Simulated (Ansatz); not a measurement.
Zr9S19: course of a relaxation

All numbers below come from DFT PBE, scalar-relativistic, plane waves, PAW (Ansatz). Settings: 420 eV cutoff, 2×2×2 k-mesh, shifted by half a step, Gaussian smearing of 0.01 eV, collinear spin.

What was changed: S interstitial, charge -1, atoms relaxed at the host's cell.

The starting moments were lost, and the run ended without a moment.

In a supercell of 28 atoms the defect feels its periodic images, and the cell reads as a metal on the mesh, so a level in the gap can't be told from a carrier in the bands.

Command:

```bash
ansatz run input.yaml --threads 4 --pin off --max-ram 10240MiB --backend cpu --events-out ev --progress --plain --runs-dir out
```

Input:

```yaml
crystal:
  lattice:
    - [5.5278124674, 3.1914840161, 6.7579086874]
    - [-5.5278124674, 3.1914840161, 6.7579086874]
    - [0.0, -6.3829680322, 6.7579086874]
  atoms:
    - { symbol: Zr, position: [0.9819224017, 0.3406317969, 0.6506460976] }
    - { symbol: Zr, position: [1.0021593921, 0.6736346228, 0.3268656444] }
    - { symbol: Zr, position: [0.3402848599, -0.0178728339, 0.6506909448] }
    - { symbol: Zr, position: [0.026124075, 0.0262940095, 0.0146728255] }
    - { symbol: Zr, position: [0.3405299974, 0.3407496896, 0.3389311133] }
    - { symbol: Zr, position: [0.6723381772, 0.6726300195, 0.6704074039] }
    - { symbol: Zr, position: [0.3348252127, 0.6679945984, 0.0016277546] }
    - { symbol: Zr, position: [0.6734585529, 0.00254117, 0.3270923447] }
    - { symbol: Zr, position: [0.6678273754, 0.3349952014, 0.0015665068] }
    - { symbol: S, position: [0.4884880767, 0.4856607977, 0.8177691188], spin: 0.2 }
    - { symbol: S, position: [0.4932879343, 0.8086959894, 0.476784649] }
    - { symbol: S, position: [0.8293394457, 0.1474486517, 0.8306602421] }
    - { symbol: S, position: [0.4861339663, 0.1561781219, 0.1545491467], spin: 0.2 }
    - { symbol: S, position: [0.8083569107, 0.4934657292, 0.476862439] }
    - { symbol: S, position: [0.1471956442, 0.8295452283, 0.830692529] }
    - { symbol: S, position: [0.8329022975, 0.8333255356, 0.142169575] }
    - { symbol: S, position: [0.1533853495, 0.1536271288, 0.481452565] }
    - { symbol: S, position: [0.1572967125, 0.4878250671, 0.1534532415], spin: 0.2 }
    - { symbol: S, position: [0.1769449599, 0.5183091546, 0.5169702685] }
    - { symbol: S, position: [0.197260427, 0.8371115743, 0.1982965398] }
    - { symbol: S, position: [0.518016472, 0.1772736201, 0.5170770915] }
    - { symbol: S, position: [0.2017864145, 0.2052165664, 0.8037064588], spin: 0.2 }
    - { symbol: S, position: [0.5206073228, 0.5208498018, 0.1834234983] }
    - { symbol: S, position: [0.851756634, 0.8519332237, 0.5163507059] }
    - { symbol: S, position: [0.5149488568, 0.8566240817, 0.8439546566] }
    - { symbol: S, position: [0.8369842236, 0.1975915524, 0.1981910232] }
    - { symbol: S, position: [0.8563549695, 0.5152691169, 0.8439387818] }
    - { symbol: S, position: [0.1913451284, 0.1925420249, 1.0290763352], spin: 0.2 }
  host:
    lattice:
      - [3.6852083116, 0.0, 0.0]
      - [-1.8426041558, 3.1914840161, 0.0]
      - [0.0, 0.0, 6.7579086874]
    atoms:
      - { symbol: Zr, position: [0.0, 0.0, 0.0] }
      - { symbol: S, position: [0.6666666667, 0.3333333333, 0.7856836291] }
      - { symbol: S, position: [0.3333333333, 0.6666666667, 0.2143163709] }
total_charge: -1
basis:
  ecutwfc: 420
  xc_grid: 2
kpoints:
  mp_grid: { grid: [2, 2, 2], shift: [0.5, 0.5, 0.5] }
hamiltonian:
  xc: pbe
scf:
  occupations: { method: gaussian, width: 0.01 }
output:
  forces: true
  stress: false
  eigenvalues: true
  populations: true
  charged_corrections:
    defect_position: [0.29464286, 0.29464286, 0.98214286]
    epsilon: [[53.0185, 0.0, 0.0], [0.0, 53.0185, 0.0], [0.0, 0.0, 3.7275]]
  write_density: true
  write_potential: true
  elf: true
  volumetric_format: npy
magnetization:
  spin_polarized: true
relax:
  adjacent_minimum: "off"
  f_tol: 0.025
  max_steps: 45
```

F is the free energy.

Steps:

```
step F − F(1) (eV) largest force component (eV/Å)
   1         0.0000                           0.266
   2        -0.0173                           0.197
   3        -0.0343                           0.458
   4        -0.0522                           0.141
   5        -0.0571                           0.046
   6        -0.0569                           0.091
   7        -0.0571                           0.046
   8        -0.0569                           0.091
   9        -0.0577                           0.018
```

Relaxed structure:

```xyz
28
Lattice="5.5278 3.1915 6.7579 -5.5278 3.1915 6.7579 0.0000 -6.3830 6.7579" Properties=species:S:1:pos:R:3 pbc="T T T"
Zr    3.5463    0.0649   13.3977
Zr    1.8147    3.2459   13.5369
Zr    1.9777   -3.1248    6.6381
Zr   -0.0016    0.0738    0.4363
Zr   -0.0023   -0.0191    6.8174
Zr   -0.0014    0.0139   13.5560
Zr   -1.8354    3.1905    6.8188
Zr    3.7100    0.0540    6.7837
Zr    1.8312    3.1905    6.8197
S    -0.0014   -2.1308   12.1036
S    -1.7780    1.1374   12.0083
S     3.7609   -2.1692   12.2274
S     1.8521    1.1023    5.3664
S     1.7747    1.1361   12.0083
S    -3.7660   -2.1690   12.2272
S    -0.0031    4.4199   12.2201
S    -0.0028   -2.0780    5.2920
S    -1.8547    1.1026    5.3626
S    -1.8689   -1.0682    8.2100
S    -3.5439    2.0268    8.3358
S     1.8636   -1.0691    8.2112
S    -0.0020   -3.8294    8.1945
S    -0.0024    2.1267    8.2717
S    -0.0006    2.1199   14.9997
S    -1.8593   -1.0167   14.9859
S     3.5416    2.0296    8.3381
S     1.8541   -1.0167   14.9885
S     0.0072   -5.3775    9.5237
```

The run converged. Time: 6.1 min on 4 threads of Intel(R) Xeon(R) Platinum 8488C (Sapphire Rapids) (shared host), peak memory 2.4 GiB.